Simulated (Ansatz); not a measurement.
One input on several machines: PBE, all-electron LAPW, a 2×1×1 supercell of Yb (Im-3m)

The runs below are of Ansatz 0.2.0 on an Arm Neoverse N1 node (56 of its 64 cores, memory capped at 64 GiB); a node with four NVIDIA GB300 Max-Q cards and 144 Grace (Neoverse V2) cores; a node with four NVIDIA GB200 cards and 144 Grace (Neoverse V2) cores; a node with eight NVIDIA H100 80GB cards and 96 AMD EPYC 7R13 cores; an Intel Xeon 6975P-C node (Granite Rapids, 96 cores, 192 hardware threads, 360 GiB), one at a time and with no other job on the machine; times are wall-clock times from launch to exit. Times and memory are rounded to two significant figures, and ratios are formed from the unrounded values. A row is a single run, so small differences between rows aren't established. System services beside the runs took up to 6 cores (rounded up). Runs with a thread on every core shared the cores with them. Precision is the program's default, which can work at lower precision in parts of a run. Card memory is the largest of readings taken every 0.4 s, so short peaks can be missed, and it isn't given for runs under about 3 s. It shows what a run took, which needn't be the least that it can run in: the program holds more work at once where threads and free memory allow.

Commands are shown without the flags for output files and display.

```
atoms                                                              : 2
electrons in bands                                                 : 68
cell volume                                                        : 79.67 Å³
cutoff (chosen by the program)                                     : 211.2 eV
k mesh                                                             : 3×6×6
k points solved                                                    : 26
symmetry operations used (translations within a supercell counted) : 16
plane waves at Γ                                                   : 525
dense FFT grid                                                     : 30×18×18
bands at the start                                                 : 41
spin                                                               : none
first density                                                      : superposed atoms
```

Input used:

```yaml
crystal:
  lattice:
    - [-4.302966, 4.302966, 4.302966]
    - [2.151483, -2.151483, 2.151483]
    - [2.151483, 2.151483, -2.151483]
  atoms:
    - { symbol: Yb, position: [0.000000, 0.000000, 0.000000] }
    - { symbol: Yb, position: [0.500000, 0.000000, 0.000000] }
kpoints:
  mp_grid: { grid: [3, 6, 6] }
hamiltonian:
  xc: pbe
  pseudopotentials: { kind: all_electron, lapw: {} }
scf:
  occupations: { method: gaussian, width: 0.05 }
  convergence: { dr2_threshold: 1.0e-4 }
output: { eigenvalues: true }
```

| machine share | command | wall time | SCF clock | outside it | CPU time | SCF iterations | threads | the cards share | host memory (GiB) | fullest card (GiB) | remarks |
| --- | --- | --- | --- | --- | --- | --- | --- | --- | --- | --- | --- |
| 1 × GB200 | ansatz run input.yaml --backend cuda --devices 1 | 2.6 s | 1.5 s | 1.1 s | 80 s | 11 | 144 |  | 1.9 |  |  |
| 1 × GB300 | ansatz run input.yaml --backend cuda --devices 1 | 3.2 s | 2.0 s | 1.1 s | 88 s | 11 | 144 |  | 2.1 | 15 | band table 0.13 s |
| 1 × H100 | ansatz run input.yaml --backend cuda --devices 1 | 3.6 s | 1.6 s | 1.9 s | 43 s | 11 | 96 |  | 1.4 | 11 | band table 0.092 s |
| 2 × GB300 | ansatz run input.yaml --backend cuda --devices 2 | 3.6 s | 1.7 s | 2.0 s | 75 s | 11 | 2×72 | k points | 2.5 | 7.1 |  |
| 56 threads, Neoverse N1 | taskset -c 8-63 ansatz run input.yaml --backend cpu --max-ram 64GiB | 2.1 s | 1.8 s | 0.33 s | 63 s | 11 | 56 |  | 0.84 |  |  |
| 8 × H100 | ansatz run input.yaml --backend cuda --devices 8 | 8.1 s | 1.6 s | 6.5 s | 39 s | 11 | 8×8 | k points | 2.8 | 3.1 |  |
| 96 threads, Xeon 6975P-C | ansatz run input.yaml --backend cpu | 1.3 s | 1.0 s | 0.27 s | 70 s | 11 | 96 |  | 1.2 |  |  |

The SCF clock is the program's own. It runs from the start of the first SCF loop to the final result and holds forces, stress, later SCFs and response steps. Outside it lie start-up, exit and the set-up ahead of the first loop, which depends on the cell and the method.

LAPW's cutoff and plane waves are those at the start; the program can enlarge the basis.

«band table a s»: behind the SCF the program solved its bands further for a band table, asked for or not, which took a s of the SCF clock (told where that is 5 % of it or more). Threads written as a×b are a pools of b host workers, as the log lists them; the log's own count of threads can differ.

The machines don't compute alike at the default precision: the logs show emulated matrix products on GB200 and GB300, and some doubles held as pairs of floats on GB300.

The runs on cards also kept host threads busy (see the CPU time), so differences between cards can come from their hosts too.

Among these rows the slowest by wall time (8 × H100) takes 6.2 times as long as the fastest (96 threads, Xeon 6975P-C). The fastest takes under 2 s, so this ratio is rough. Up to 80 % of a wall time lies outside the SCF clock (8 × H100), so the wall times show the speed at the clocked work only in part. On the SCF clock alone the slowest (1 × GB300) takes 2.0 times as long as the fastest (96 threads, Xeon 6975P-C). The fastest takes under 2 s, so this ratio is rough.

Question: How long does the same input take on 2 × GB200 (ansatz run input.yaml --backend cuda --devices 2)?

Answer: 3.4 s, in 11 SCF iterations, 1.3 times the time on 1 × GB200; peak host memory 2.5 GiB, 9.6 GiB on the fullest card. Of the wall time 1.4 s is on the SCF clock and 2.0 s outside. On the SCF clock alone it is 1.4 s against 1.5 s. The cards share k points, with 2 pools of 72 host workers by the log's list (its own count of threads can differ).
